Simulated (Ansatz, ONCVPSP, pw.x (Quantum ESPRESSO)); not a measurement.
# pw.x on fcc W: one setting changed

Potential: optimised norm-conserving Vanderbilt (ONCV), ONCVPSP 4.0.1.1 (patched build), PBE; core [Kr] 4d10 4f14, reference 5s2 5p6 5d4 6s2; waves: 5s+6s: rc 2.00 bohr, ncon 4, nbas 8, qcut 5.8 1/bohr, 2 projectors; 5p: rc 1.60 bohr, ncon 4, nbas 8, qcut 7.3 1/bohr, 2 projectors, debl 2.7 Ha; 5d: rc 3.38 bohr, ncon 4, nbas 8, qcut 4.5 1/bohr, 2 projectors, debl 2.6 Ha; local part: polynomial inside 1.25 bohr (lpopt 5, dvloc0 1 Ha); core correction: polynomial model core, fcfact 0.5.

The reference run (k-mesh 14³, cutoffs 60/240 Ry, Fermi–Dirac 0.01 Ry, mixing_beta 0.4, conv_thr 1e-9, no spin) gives -3.02 GPa at 16.478 Å³/atom, where all-electron LAPW gives -0.06 GPa. This run, with its own iteration cap, changes degauss to 0.002.

```
&control
  calculation='scf', prefix='x', pseudo_dir='./', outdir='./tmp', tstress=.true., disk_io='none'
/
&system
  ibrav=0, nat=1, ntyp=1, ecutwfc=60, ecutrho=240, nbnd=15,
  occupations='smearing', smearing='fd', degauss=0.002
/
&electrons
  conv_thr=1e-09, mixing_beta=0.4, electron_maxstep=60
/
ATOMIC_SPECIES
W 1.0 W.UPF
CELL_PARAMETERS angstrom
  0.00000000 2.01972156 2.01972156
  2.01972156 0.00000000 2.01972156
  2.01972156 2.01972156 0.00000000
ATOMIC_POSITIONS crystal
W 0.0000 0.0000 0.0000
K_POINTS automatic
14 14 14 0 0 0
```

```bash
pw.x < W.scf.in > W.scf.out
```

How does the run end?

It converges in 7 iterations; the free energy moves by +36.0 meV/atom and the pressure by -0.42 GPa. In a metal, with Fermi–Dirac smearing, F lies below its zero-width value by a term in the square of the width.

```
Message from routine setup:
     using ibrav=0 with symmetry is DISCOURAGED, use correct ibrav instead
     lattice parameter (alat)  =       5.3977  a.u.
     unit-cell volume          =     111.1991 (a.u.)^3
     number of electrons       =        14.00
     number of Kohn-Sham states=           15
     kinetic-energy cutoff     =      60.0000  Ry
     charge density cutoff     =     240.0000  Ry
     scf convergence threshold =      1.0E-09
     Exchange-correlation= PBE
     number of k points=   104  Fermi-Dirac smearing, width (Ry)=  0.0020
     iteration #  1     ecut=    60.00 Ry     beta= 0.40
     total energy              =    -164.85241160 Ry
     estimated scf accuracy    <       0.03020278 Ry
     iteration #  2     ecut=    60.00 Ry     beta= 0.40
     total energy              =    -164.85161825 Ry
     estimated scf accuracy    <       0.00607230 Ry
     iteration #  3     ecut=    60.00 Ry     beta= 0.40
     total energy              =    -164.85225429 Ry
     estimated scf accuracy    <       0.00021700 Ry
     iteration #  4     ecut=    60.00 Ry     beta= 0.40
     total energy              =    -164.85227031 Ry
     estimated scf accuracy    <       0.00000117 Ry
     iteration #  5     ecut=    60.00 Ry     beta= 0.40
     total energy              =    -164.85227107 Ry
     estimated scf accuracy    <       0.00000018 Ry
     iteration #  6     ecut=    60.00 Ry     beta= 0.40
     total energy              =    -164.85227109 Ry
     estimated scf accuracy    <          1.7E-09 Ry
     iteration #  7     ecut=    60.00 Ry     beta= 0.40
     the Fermi energy is    21.4787 ev
!    total energy              =    -164.85227109 Ry
     estimated scf accuracy    <          2.2E-10 Ry
     smearing contrib. (-TS)   =      -0.00022665 Ry
     The total energy is F=E-TS. E is the sum of the following terms:
     one-electron contribution =     -14.46152635 Ry
     hartree contribution      =      15.68012749 Ry
     xc contribution           =     -48.34746621 Ry
     ewald contribution        =    -117.72317937 Ry
     convergence has been achieved in   7 iterations
          total   stress  (Ry/bohr**3)                   (kbar)     P=      -34.38
     Message from routine punch:
     Nothing written, as per user request (disk_io='none')
```

The run took about 17 s on one core of a shared host (Neoverse-V2, 96 threads, 742 GiB, load 76).
